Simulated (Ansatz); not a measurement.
**Ga2O3: band structure with BLYP**

The system is Ga2O3.

```xyz
10
Lattice="6.1070 -1.5186 0.0000 6.1070 1.5186 0.0000 -1.3860 0.0000 5.6300" Properties=species:S:1:pos:R:3 pbc="T T T"
Ga    3.2184    0.0000    3.8621
Ga    7.6096    0.0000    1.7679
Ga   10.8240    0.0000    1.1564
Ga    0.0041    0.0000    4.4736
O     5.1267    0.0000    4.1853
O     5.7013    0.0000    1.4447
O     9.4919    0.0000    2.4592
O     1.3361    0.0000    3.1708
O     8.9710    0.0000    5.0118
O     1.8570    0.0000    0.6182
```

* Program: Ansatz 0.2.0
* Task: band structure
* Functional: BLYP
* Potentials or basis: Ansatz PAW
* Cutoff: 420 eV (not typed: the program's choice for these potentials)
* k mesh: 9 × 9 × 5
* Occupations: fermi-dirac, width 0.05 eV
* Spin: no spin polarisation
* Path: [["X", "G", "Y"], ["L", "G", "Z"], ["N", "G", "M"], ["R", "G"]]
* Points for each segment of the path: 10

* Pressure: 14.5 GPa
* Largest force: 0.266 eV/Å
* Band gap on the k mesh: 2.53 eV, indirect (least direct gap 2.56 eV)
* Band gap along the path: 2.54 eV, indirect (least direct gap 2.56 eV)

Forces in eV/Å, atoms in the order of the input:
```
Ga   0.027  0.000 -0.040
Ga  -0.027  0.000  0.040
Ga  -0.154  0.000 -0.053
Ga   0.154  0.000  0.053
O   -0.176  0.000 -0.054
O    0.176  0.000  0.054
O    0.065  0.000  0.001
O   -0.065  0.000 -0.001
O   -0.228  0.000  0.137
O    0.228  0.000 -0.137
```

Stress tensor (GPa, compression positive):
```
14.19  0.00  0.28
 0.00 15.45  0.00
 0.28  0.00 14.01
```

Levels at the corners of the path, in eV from the valence-band top:
```csv
point,band 40,band 41,band 42,band 43,band 44,band 45,band 46,band 47,band 48,band 49
X,-1.25,-0.73,-0.69,-0.44,-0.13,5.77,6.63,7.29,7.52,8.23
Γ,-0.65,-0.63,-0.46,-0.27,-0.02,2.54,5.78,6.80,6.88,8.01
Y,-1.38,-0.63,-0.60,-0.47,-0.29,4.87,5.00,6.79,7.27,7.96
L,-1.20,-1.09,-1.02,-0.71,-0.63,6.97,7.00,7.91,8.08,8.64
Γ,-0.65,-0.63,-0.46,-0.27,-0.02,2.54,5.78,6.80,6.88,8.01
Z,-0.68,-0.61,-0.58,-0.58,0.00,5.26,5.43,6.36,6.59,7.20
N,-1.20,-1.09,-1.02,-0.71,-0.63,6.97,7.00,7.91,8.08,8.64
Γ,-0.65,-0.63,-0.46,-0.27,-0.02,2.54,5.78,6.80,6.88,8.01
M,-1.04,-0.65,-0.64,-0.40,-0.15,4.63,4.91,6.00,6.66,8.21
R,-1.25,-0.73,-0.69,-0.44,-0.13,5.77,6.63,7.29,7.52,8.23
Γ,-0.65,-0.63,-0.46,-0.27,-0.02,2.54,5.78,6.80,6.88,8.01
```

It took 19 s on 4 threads of Intel(R) Xeon(R) Processor @ 2.70GHz, on a shared host, peak memory 0.94 GiB.

Caveat: the pressure holds a Pulay correction of +0.9 GPa for the finite cutoff; the PAW data sets come from PBE, with cores solved anew for the run's functional, which leaves a small shift of forces and pressure. A hybrid or GW would open this gap; BLYP tends to underestimate it.
